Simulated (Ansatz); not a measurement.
# Ga (P6/mmm) in Ansatz: reference runs

How does Ga come out in PBE? The cell is run as given and disturbed.

Program: Ansatz 0.2.0. These are calculated values, not measurements. Logs are shortened: lines on timing, memory, paths and dates and some standing lists are left out, and cuts for length are marked.

**1. The crystal as given**

Symmetry: P6/mmm, No. 191, hexagonal system. Conventional cell: a = 4.449 Å, b = 4.449 Å, c = 2.765 Å, α = 90.00°, β = 90.00°, γ = 120.00°. Ga (site symmetry -6m2) is surrounded by 5 Ga at 2.57 to 2.77 Å.

The cell was built by a generator and needn't be a form met in nature.

**2. Single point, PBE**

Contents of input.yaml:

```yaml
crystal:
  lattice:
    - [4.44947, 0.0, 0.0]
    - [-2.22474, 3.85336, 0.0]
    - [0.0, 0.0, 2.7652]
  atoms:
    - { symbol: Ga, position: [0.33333, 0.66667, 0.5] }
    - { symbol: Ga, position: [0.66667, 0.33333, 0.5] }
kpoints:
  mp_grid: { grid: [7, 7, 10] }
scf:
  occupations: { method: fermi_dirac, width: 0.05 }
hamiltonian:
  xc: pbe
  pseudopotentials: { kind: all_electron, lapw: { basis_error: 0.001 } }
output:
  forces: true
  stress: true
  eigenvalues: true
  populations: true
```

Potentials or basis: all-electron LAPW, scalar-relativistic.

The run is started by

```sh
$ ansatz run input.yaml --threads 1 --pin off --max-ram 3072MiB --backend cpu --events-out ev --progress --plain --runs-dir out
```

Log:

```text
Warning: the atoms were moved onto the symmetric positions of the space group found under crystal.symmetry.tolerance 1.0e-5 (fractional; no operation is sought that the atoms, as they stand in a round, miss by more than twice it, and no atom is moved by as much as it), and the run uses the moved positions. Before a round's move an operation carried an atom to 4.45e-5 Å from where it should land, the largest such distance. Atom 0 (counting from 0) moved farthest, by 2.57e-5 Å; the longest move in fractions of the cell, of whichever atom, is 0.47 of the tolerance, in 1 round. To run the atoms as typed, lower crystal.symmetry.tolerance until the operations that they miss are no longer found, or set crystal.symmetry.detect: false (a key that needs symmetry detection or time reversal refuses this as the deck is read). The positions used, in the order of the run's atom list: position: [0.3333333333333333, 0.6666666666666666, 0.5]; position: [0.6666666666666666, 0.3333333333333333, 0.5]; The lattice was moved too: crystal.lattice keeps the space group found at crystal.symmetry.tolerance 1.0e-5 only nearly: the operation that it misses by the most changes a squared length by the fraction 3.97e-6. The run uses the lattice that is a stretch of the typed one, with no rotation, onto the one that keeps every operation to a double's rounding (on a very oblique basis the stretch itself rounds by more); the deck's lattice vector that moved farthest moved by 4.49e-6 Å. To run the lattice as typed, set crystal.symmetry.tolerance under 1.37e-6, the least fraction by which an operation that the lattice misses changes a squared length (the same key also sets how far an atom may lie from its image, so lowering it can lose operations that the atoms keep only within it), or set crystal.symmetry.detect: false, as for the atoms. crystal.lattice made exact, in Å and degrees: [[4.449473433286797, 2.886751346123012e-6, 0.0], [-2.224739216643399, 3.853355583314658, 0.0], [0.0, 0.0, 2.7652]]. Pasted over the deck's crystal.lattice, beside positions in fractional coordinates, it runs the same cell (given as lengths and angles, that cell in the form's own orientation, a rigid turn of the misfit's size from the one run here, for which a checkpoint.post_process_only pass over this run's state can be refused: where this run relaxes nothing, give such a pass this deck's own crystal.lattice, as typed; behind a relaxation, as crystal.lattice, the state's own cell, identity.cell in its checkpoint.json), and a matrix so pasted ends this notice, except on a very skew basis of the lattice, where the rounding of the pasted numbers themselves can read as a misfit: the cell is then moved again, and that move is told again. The lattice as run is in this notice's lattice.as_run_ang field (Run.prep()["deck_notices"] in Python, the deck_notice line of an events file, deck_notices of ansatz run --dry-run=json, or deck_notices in record.json in the deck's checkpoint.write directory).
Warning: RAYON_NUM_THREADS=1 ignored (pool sized by the plan → 1); use --threads N
Ga: projections on atomic orbitals take those of the free atom 1s2 2s2 2p6 3s2 3p6 3d10 4s2 4p1, of charge +0.00 (hamiltonian.pseudopotentials.projection_atoms)
LAPW: plane waves up to 8.668 Å⁻¹, error target 1.0e-3 eV per atom; small_component_spin mean_spin; Ga in spheres of 1.284 Å, 21 of its electrons in bands, Dirac shells [] (how accurate: hamiltonian.pseudopotentials.lapw.basis_error, Limitations)
Engine: ansatz 0.2.0, aarch64-unknown-linux-gnu
Pseudopotentials: kind: all_electron
Pseudopotential: Ga, LAPW, valence charge 21, lapw/all_electron/scalar/gaussian/Ga, Koelling and Harmon's equation, gaussian nucleus
Functional definition: PBE
  parameter kappa = 0.804
  parameter beta = 0.06672455060314922
  exchange = pbe_x(kappa = kappa, mu = beta*pi^2/3)
  correlation = pbe_c(beta = beta)
Crystal: 2 atoms, lattice volume = 47.410 Å³
Basis set: ecut = 286.2617405563227 eV, 511 PW (Γ), exchange–correlation at level 2
Bands: 26, of which v1, the nominal top of the filled ones, is band 21 counted from 1 (20 counted from 0)
Symmetry: 24 space group operations
Space group: P6/mmm (ITA 191), of the structure as read, at distance tolerance 3.6e-5 Å
k-points: 48 of 490
Non-local potential: Ga, projectors of the file, none
Initial density: superposition of atomic densities (chi_scale 0.1, normalization cell)
Initial wavefunctions: plane waves of lowest kinetic energy (no species holds an atomic orbital)
Functional: x = pbe(κ = 0.804, μ = 0.2195149727645171), c = pbe(β = 0.06672455060314922)
iter 1 solved again at ethr=2.28e-4 eV; its pass at ethr=1.00e-1 eV (dr2=9.59e-2 eV) is discarded
SCF iter   1: F=—  HF=-105799.475930 eV  |F-HF|=—  |Δ(HF+E_count)|=         —  Δρ=1.43e-2  dr2=9.63e-2  ethr=2.28e-4  ⟨swp⟩=3.0  Hψ=7950  notcnv=0
preconditioner: auto → LDOS  [metal: Δε(μ)=0.094 eV  Ē_g=17.147 eV  σ=0.050 eV  W_gap=0.39  n_scr=8 (ndim 8)  ℏωp=27.5 eV  f_vac=0.139  D(μ)=0.75/eV (n_scr^D=6)  β→1.0]
SCF iter   2: F=—  HF=-105799.564601 eV  |F-HF|=—  |Δ(HF+E_count)|=   8.87e-2  Δρ=4.24e-3  dr2=1.75e-2  ethr=2.28e-4  ⟨swp⟩=2.2  Hψ=3755  notcnv=0
SCF iter   3: F=—  HF=-105799.445232 eV  |F-HF|=—  |Δ(HF+E_count)|=   1.19e-1  Δρ=3.20e-3  dr2=6.97e-3  ethr=4.17e-5  ⟨swp⟩=3.0  Hψ=4059  notcnv=0
SCF iter   4: F=—  HF=-105799.439928 eV  |F-HF|=—  |Δ(HF+E_count)|=   5.30e-3  Δρ=9.77e-4  dr2=8.12e-4  ethr=1.66e-5  ⟨swp⟩=2.0  Hψ=3513  notcnv=0
iter 5 solved again at ethr=6.20e-8 eV; its pass at ethr=1.93e-6 eV (dr2=2.60e-5 eV) is discarded
SCF iter   5: F=—  HF=-105799.440034 eV  |F-HF|=—  |Δ(HF+E_count)|=   1.06e-4  Δρ=1.60e-4  dr2=2.60e-5  ethr=6.20e-8  ⟨swp⟩=2.0  Hψ=6098  notcnv=0
SCF iter   6: F=—  HF=-105799.440041 eV  |F-HF|=—  |Δ(HF+E_count)|=   7.25e-6  Δρ=1.95e-5  dr2=2.72e-7  ethr=6.18e-8  ⟨swp⟩=3.0  Hψ=3662  notcnv=0
SCF iter   7: F=-105799.440041 eV  HF=-105799.440041 eV  |F-HF|=2.04e-9  |Δ(HF+E_count)|=   2.50e-7  Δρ=1.53e-6  dr2=1.06e-9  ethr=6.48e-10  ⟨swp⟩=3.0  Hψ=3664  notcnv=0
SCF 1 converged in 7 iterations: F = -105799.440041 eV  dr2 = 1.06e-9
SCF converged after 7 iterations
Free energy (F): -105799.440041 eV
Harris-Foulkes:  -105799.440041 eV  (|F-HF|=2.04e-9)
Internal energy: -105799.433834 eV  (E = F + TS)
E sigma→0 (E₀):  -105799.436937 eV
Entropy (-TS):   -0.006208 eV (-3.104 meV/atom)
Fermi energy:    8.380408 eV
--- Per-component energies (eV) ---
  E_band       = -1676.646069
  E_kinetic    = 107880.120842
  E_xc         = -4117.927956
  E_electrostatic = -209561.626720  (all electrons and nuclei)
  E_smearing   = -0.006208  (= −TS)
  E_closure    = 0.000000  (closes the sum)
  E_atoms      = -105793.889118  (free atoms, spherical and without spin; not in F)
  Σ components = -105799.440041   (vs F -105799.440041, Δ=0.00e0)
  Basis errors (estimates in eV, not in F): energy 4.1e-4 per atom: plane waves 3.7e-4 (2.1e-4 summed), levels above the bands 5.0e-67, relativity 2.9e-8, radial functions 3.4e-5, core shells 6.6e-11; eigenvalues (radial functions only) 7.8e-7; not estimated: angular momenta, meshes, grids; target (lapw.basis_error) 1.0e-3; muffin-tin radii Ga 1.284 Å
--- Forces (eV/Å), atoms counted from 1 ---
  atom   1  Ga    -0.00000000     0.00000000     0.00000000
  atom   2  Ga     0.00000000    -0.00000000     0.00000000
  max |Σ_I F_I| component: 4.63e-18 eV/Å
--- Stress (GPa, compression-positive) ---
        0.570682       0.000000       0.000000
        0.000000       0.570682       0.000000
        0.000000       0.000000      -0.739402
  P = ⅓ Tr σ = 0.1340 GPa (1.340 kbar)
--- Band table (eV; the first three rows and the last of 48) ---
  k-point 0: bands = ["-135.3001", "-135.2984", "-86.0474", "-86.0457", "-86.0235", "-86.0235", "-86.0124", "-86.0124", "-6.7303", "-6.5093", "-6.4830", "-6.4830", "-6.3703", "-6.3703", "-6.3304", "-6.3304", "-6.2238", "-6.2238", "-1.6262", "6.9039", "7.8322", "7.8322", "11.5806", "11.5806", "14.5372", "17.0936"]
  k-point 1: bands = ["-135.3001", "-135.2984", "-86.0480", "-86.0462", "-86.0235", "-86.0235", "-86.0124", "-86.0124", "-6.7003", "-6.4819", "-6.4819", "-6.4701", "-6.3878", "-6.3878", "-6.3286", "-6.3286", "-6.2353", "-6.2353", "-1.4319", "7.0755", "8.0260", "8.0260", "11.7719", "11.7719", "14.6243", "14.8908"]
  k-point 2: bands = ["-135.3000", "-135.2983", "-86.0494", "-86.0476", "-86.0234", "-86.0234", "-86.0123", "-86.0123", "-6.6239", "-6.4820", "-6.4820", "-6.4304", "-6.4304", "-6.3669", "-6.3244", "-6.3244", "-6.2646", "-6.2646", "-0.8452", "7.5992", "8.5873", "8.5873", "11.5890", "12.3374", "12.3374", "15.3013"]
  k-point 47: bands = ["-135.2991", "-135.2988", "-86.0524", "-86.0521", "-86.0240", "-86.0187", "-86.0164", "-86.0112", "-6.6314", "-6.6025", "-6.5001", "-6.4896", "-6.4646", "-6.4406", "-6.3177", "-6.1527", "-6.1459", "-6.0971", "4.4353", "5.4884", "6.6118", "7.6126", "8.4535", "12.8865", "16.0226", "16.7842"]
--- Löwdin populations: 2 sites ---
  site symbol       q [e]
     0     Ga     30.9823
     1     Ga     30.9823
  spilling = 0.000572 (of n_electrons = 62.000000)
```

Wall time 12 s (1 thread of Arm Neoverse V2, shared host); peak memory 0.32 GiB.

Results:

- Free energy: -105799.4400 eV
- Pressure: 0.1 GPa
- Band gap on the k mesh: none (metal or under the smearing width)

Stress tensor (GPa, compression positive):
```
 0.57  0.00  0.00
 0.00  0.57  0.00
 0.00  0.00 -0.74
```

**3. Single point, PBE (atoms moved at random, drawn with an rms of 0.05 Å)**

input.yaml: that of step 2 with these lines changed.

```diff
@@ -6,4 +6,4 @@
   atoms:
-    - { symbol: Ga, position: [0.33333, 0.66667, 0.5] }
-    - { symbol: Ga, position: [0.66667, 0.33333, 0.5] }
+    - { symbol: Ga, position: [0.339631, 0.662689, 0.516717] }
+    - { symbol: Ga, position: [0.682356, 0.342656, 0.489565] }
 kpoints:
```

Potentials or basis: all-electron LAPW, scalar-relativistic.

The run is started by

```sh
$ ansatz run input.yaml --threads 1 --pin off --max-ram 3072MiB --backend cpu --events-out ev --progress --plain --runs-dir out
```

Log:

```text
Warning: RAYON_NUM_THREADS=1 ignored (pool sized by the plan → 1); use --threads N
Ga: projections on atomic orbitals take those of the free atom 1s2 2s2 2p6 3s2 3p6 3d10 4s2 4p1, of charge +0.00 (hamiltonian.pseudopotentials.projection_atoms)
LAPW: plane waves up to 8.815 Å⁻¹, error target 1.0e-3 eV per atom; small_component_spin mean_spin; Ga in spheres of 1.267 Å, 21 of its electrons in bands, Dirac shells [] (how accurate: hamiltonian.pseudopotentials.lapw.basis_error, Limitations)
Engine: ansatz 0.2.0, aarch64-unknown-linux-gnu
Pseudopotentials: kind: all_electron
Pseudopotential: Ga, LAPW, valence charge 21, lapw/all_electron/scalar/gaussian/Ga, Koelling and Harmon's equation, gaussian nucleus
Functional definition: PBE
  parameter kappa = 0.804
  parameter beta = 0.06672455060314922
  exchange = pbe_x(kappa = kappa, mu = beta*pi^2/3)
  correlation = pbe_c(beta = beta)
Crystal: 2 atoms, lattice volume = 47.410 Å³
Basis set: ecut = 296.0537648156727 eV, 547 PW (Γ), exchange–correlation at level 2
Bands: 26, of which v1, the nominal top of the filled ones, is band 21 counted from 1 (20 counted from 0)
Symmetry: 2 space group operations
Space group: P-1 (ITA 2), of the structure as read, at distance tolerance 3.6e-5 Å
k-points: 246 of 490
Non-local potential: Ga, projectors of the file, none
Initial density: superposition of atomic densities (chi_scale 0.1, normalization cell)
Initial wavefunctions: plane waves of lowest kinetic energy (no species holds an atomic orbital)
Functional: x = pbe(κ = 0.804, μ = 0.2195149727645171), c = pbe(β = 0.06672455060314922)
iter 1 solved again at ethr=2.37e-4 eV; its pass at ethr=1.00e-1 eV (dr2=9.94e-2 eV) is discarded
SCF iter   1: F=—  HF=-105799.470508 eV  |F-HF|=—  |Δ(HF+E_count)|=         —  Δρ=1.46e-2  dr2=9.99e-2  ethr=2.37e-4  ⟨swp⟩=3.0  Hψ=40693  notcnv=0
preconditioner: auto → LDOS  [metal: Δε(μ)=0.079 eV  Ē_g=17.142 eV  σ=0.050 eV  W_gap=0.35  n_scr=8 (ndim 8)  ℏωp=27.5 eV  f_vac=0.139  D(μ)=0.80/eV (n_scr^D=6)  β→1.0]
SCF iter   2: F=—  HF=-105799.557068 eV  |F-HF|=—  |Δ(HF+E_count)|=   8.66e-2  Δρ=4.07e-3  dr2=1.70e-2  ethr=2.37e-4  ⟨swp⟩=2.2  Hψ=19246  notcnv=0
SCF iter   3: F=—  HF=-105799.439929 eV  |F-HF|=—  |Δ(HF+E_count)|=   1.17e-1  Δρ=3.04e-3  dr2=6.33e-3  ethr=4.04e-5  ⟨swp⟩=3.0  Hψ=21374  notcnv=0
SCF iter   4: F=—  HF=-105799.433705 eV  |F-HF|=—  |Δ(HF+E_count)|=   6.22e-3  Δρ=9.56e-4  dr2=7.92e-4  ethr=1.51e-5  ⟨swp⟩=2.0  Hψ=18000  notcnv=0
iter 5 solved again at ethr=8.66e-8 eV; its pass at ethr=1.89e-6 eV (dr2=3.64e-5 eV) is discarded
SCF iter   5: F=—  HF=-105799.433793 eV  |F-HF|=—  |Δ(HF+E_count)|=   8.77e-5  Δρ=1.94e-4  dr2=3.63e-5  ethr=8.66e-8  ⟨swp⟩=2.0  Hψ=31230  notcnv=0
SCF iter   6: F=—  HF=-105799.433794 eV  |F-HF|=—  |Δ(HF+E_count)|=   1.23e-6  Δρ=4.50e-5  dr2=1.44e-6  ethr=8.63e-8  ⟨swp⟩=3.0  Hψ=18649  notcnv=0
SCF iter   7: F=-105799.433795 eV  HF=-105799.433795 eV  |F-HF|=6.26e-8  |Δ(HF+E_count)|=   6.71e-7  Δρ=9.87e-6  dr2=3.36e-8  ethr=3.42e-9  ⟨swp⟩=3.0  Hψ=18779  notcnv=0
SCF 1 converged in 7 iterations: F = -105799.433795 eV  dr2 = 3.36e-8
SCF converged after 7 iterations
Free energy (F): -105799.433795 eV
Harris-Foulkes:  -105799.433795 eV  (|F-HF|=6.26e-8)
Internal energy: -105799.427253 eV  (E = F + TS)
E sigma→0 (E₀):  -105799.430524 eV
Entropy (-TS):   -0.006542 eV (-3.271 meV/atom)
Fermi energy:    8.386653 eV
--- Per-component energies (eV) ---
  E_band       = -1676.671881
  E_kinetic    = 107880.162562
  E_xc         = -4117.931585
  E_electrostatic = -209561.658230  (all electrons and nuclei)
  E_smearing   = -0.006542  (= −TS)
  E_closure    = 0.000000  (closes the sum)
  E_atoms      = -105793.889118  (free atoms, spherical and without spin; not in F)
  Σ components = -105799.433795   (vs F -105799.433795, Δ=0.00e0)
  Basis errors (estimates in eV, not in F): energy 4.1e-4 per atom: plane waves 3.8e-4 (2.2e-4 summed), levels above the bands 6.8e-68, relativity 2.5e-8, radial functions 3.2e-5, core shells 7.0e-11; eigenvalues (radial functions only) 6.4e-7; not estimated: angular momenta, meshes, grids; target (lapw.basis_error) 1.0e-3; muffin-tin radii Ga 1.267 Å
--- Forces (eV/Å), atoms counted from 1 ---
  atom   1  Ga     0.07246993     0.24087852     0.01612225
  atom   2  Ga    -0.07246993    -0.24087852    -0.01612225
  max |Σ_I F_I| component: 0.00e0 eV/Å
--- Stress (GPa, compression-positive) ---
        1.626844       0.267048       0.015882
        0.267048      -0.345514       0.052203
        0.015882       0.052203      -0.775508
  P = ⅓ Tr σ = 0.1686 GPa (1.686 kbar)
--- Band table (eV; the first three rows and the last of 246) ---
  k-point 0: bands = ["-135.3009", "-135.2991", "-86.0476", "-86.0459", "-86.0264", "-86.0228", "-86.0172", "-86.0095", "-6.7306", "-6.5114", "-6.4929", "-6.4761", "-6.3820", "-6.3667", "-6.3326", "-6.3219", "-6.2348", "-6.2139", "-1.6271", "6.9047", "7.6989", "7.9731", "11.4143", "11.7461", "14.5336", "17.1068"]
  k-point 1: bands = ["-135.3009", "-135.2991", "-86.0482", "-86.0464", "-86.0264", "-86.0228", "-86.0171", "-86.0095", "-6.7009", "-6.4919", "-6.4749", "-6.4724", "-6.3993", "-6.3822", "-6.3324", "-6.3206", "-6.2463", "-6.2251", "-1.4328", "7.0763", "7.8927", "8.1671", "11.6059", "11.9371", "14.6229", "14.8900"]
  k-point 2: bands = ["-135.3008", "-135.2990", "-86.0496", "-86.0479", "-86.0263", "-86.0227", "-86.0170", "-86.0094", "-6.6255", "-6.4925", "-6.4740", "-6.4420", "-6.4229", "-6.3718", "-6.3277", "-6.3163", "-6.2756", "-6.2536", "-0.8461", "7.5998", "8.4538", "8.7297", "11.5880", "12.1716", "12.5018", "15.2971"]
  k-point 245: bands = ["-135.3003", "-135.2997", "-86.0477", "-86.0470", "-86.0266", "-86.0218", "-86.0143", "-86.0131", "-6.6785", "-6.6197", "-6.6057", "-6.4521", "-6.4002", "-6.3624", "-6.2658", "-6.2558", "-6.2281", "-6.1514", "-0.1515", "2.5741", "6.2158", "10.3973", "13.2126", "15.9496", "16.5122", "18.5789"]
--- Löwdin populations: 2 sites ---
  site symbol       q [e]
     0     Ga     30.9822
     1     Ga     30.9822
  spilling = 0.000574 (of n_electrons = 62.000000)
```

Wall time 57 s (1 thread of Arm Neoverse V2, shared host); peak memory 0.74 GiB.

Results:

| Quantity | Value |
| --- | --- |
| Free energy | -105799.4338 eV |
| Pressure | 0.2 GPa |
| Largest force | 0.252 eV/Å |
| Band gap on the k mesh | none (metal or under the smearing width) |

Forces on the atoms (eV/Å):
```
Ga   0.072  0.241  0.016
Ga  -0.072 -0.241 -0.016
```
